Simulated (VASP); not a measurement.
Wanted: the native input for a VASP 6.6.1 run.

| Item | Value |
| --- | --- |
| Task | relaxation of cell and atoms |
| Functional | PBE |
| Potentials or basis | VASP PAW PBE potentials, release 64 (Ge_d, Pt) |
| Cutoff | 520 eV |
| k mesh | 5 × 5 × 5 |
| Occupations | gaussian, width 0.15 eV |
| Spin | no spin polarisation |
| Further INCAR settings | PREC = Normal; ALGO = Fast; EDIFF = 0.0001; IBRION = 2; EDIFFG = -0.08; NSW = 24; ISIF = 3 |

The structure of GePt lies in POSCAR:

```
GePt
1.0
    0.0000000000      3.3354914300      3.3354914300
    3.3354914300      0.0000000000      3.3354914300
    3.3354914300      3.3354914300      0.0000000000
Ge Pt
2 2
Direct
    0.7500000000      0.7500000000      0.7500000000
    0.5000000000      0.5000000000      0.5000000000
    0.2500000000      0.2500000000      0.2500000000
    0.0000000000      0.0000000000      0.0000000000
```

The cell was built by a generator and needn't be a form met in nature.

These files were run (other wordings do the same):

INCAR

```
ALGO = Fast ; EDIFF = 1E-4
EDIFFG = -0.08 ; ENCUT = 520
GGA = PE ; IBRION = 2
ISIF = 3 ; ISMEAR = 0
LASPH = T ; LCHARG = F
LREAL = F ; LWAVE = F
NELM = 60 ; NSW = 24
PREC = Normal ; SIGMA = 0.15
```

KPOINTS

```
k-points
0
Gamma
  5 5 5
```

Potentials or basis: VASP PAW PBE potentials, release 64 (Ge_d, Pt).

The run is started by

```bash
$ cat potpaw_PBE.64/Ge_d/POTCAR potpaw_PBE.64/Pt/POTCAR > POTCAR
$ mpirun -np 1 vasp_std > vasp.out
```

Results of the run:

The relaxed volume is 16.74 Å³/atom and the relaxed cell is a = 4.558 Å, b = 4.558 Å, c = 4.558 Å, α = 60.00°, β = 60.00°, γ = 60.00°. The space group after relaxing (to 0.05 Å) is Fd-3m (No. 227) and the energy gained by relaxing is 73.5 meV/atom. The ionic steps are 3, the pressure after relaxing is -0.3 GPa and the band gap on the k mesh is none (metal or under the smearing width).

Run time: 65 s on 1 thread of Intel(R) Xeon(R) Platinum 8259CL CPU @ 2.50GHz (Skylake/Cascade Lake), on a shared host, peak memory 0.17 GiB.
